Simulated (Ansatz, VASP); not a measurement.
**W in VASP and in Ansatz**

The input INCAR:

```
SYSTEM = W
PREC = Accurate
ENCUT = 520
EDIFF = 1E-6
ISMEAR = -1
SIGMA = 0.05
LREAL = .False.
LASPH = .True.
NELM = 60
ALGO = Fast
ISIF = 2
LWAVE = .False.
LCHARG = .False.
GGA = PE
NBANDS = 13
```

The input KPOINTS:

```
Automatic mesh
0
Gamma
  12 12 12
  0 0 0
```

Contents of POSCAR:

```
W
1.0
   -1.5448010000      1.6150760000      1.6310250000
    1.5711460000     -1.5452470000      1.5875410000
    1.5456960000      1.5461430000     -1.5611960000
W
1
Direct
    0.0109310000      0.0077030000      0.0229730000
```

Contents of input.yaml:

```yaml
crystal:
  lattice:
    - [-1.544801, 1.615076, 1.631025]
    - [1.571146, -1.545247, 1.587541]
    - [1.545696, 1.546143, -1.561196]
  atoms:
    - { symbol: W, position: [0.010931, 0.007703, 0.022973] }
kpoints:
  mp_grid: { grid: [12, 12, 12] }
scf:
  occupations: { method: fermi_dirac, width: 0.05 }
hamiltonian:
  xc: pbe
  pseudopotentials: { kind: all_electron, lapw: { basis_error: 0.001 } }
output:
  forces: true
  stress: true
  eigenvalues: true
  populations: true
```

Change from the starting cell: cell strained at random at fixed volume.

Alike in both runs: task single point; functional PBE; k mesh 12 × 12 × 12; occupations fermi-dirac, width 0.05 eV; no spin polarisation.

|  | VASP | Ansatz |
| --- | --- | --- |
| version | VASP 6.6.1 | Ansatz 0.2.0 |
| potentials or method | VASP PAW PBE potentials, release 64 (W_sv) | all-electron LAPW, scalar-relativistic |
| plane-wave cutoff (eV) | 520 | see its input |

VASP gave:

```
gap on the k mesh at the Fermi level (eV)       : none
pressure (GPa)                                  : 6.6
largest component of the traceless stress (GPa) : 6.38
```

Task: Estimate Ansatz's values.

Result: gap on the k mesh at the Fermi level (eV): none; pressure (GPa): 6.1; largest component of the traceless stress (GPa): 6.27.

A gap of «none» marks a metal or a gap that the smearing closes. Ansatz ran all-electron here, so the differences hold the error of VASP's frozen core and of both bases.

The runs have no spin-orbit coupling, so splittings on W are missing.
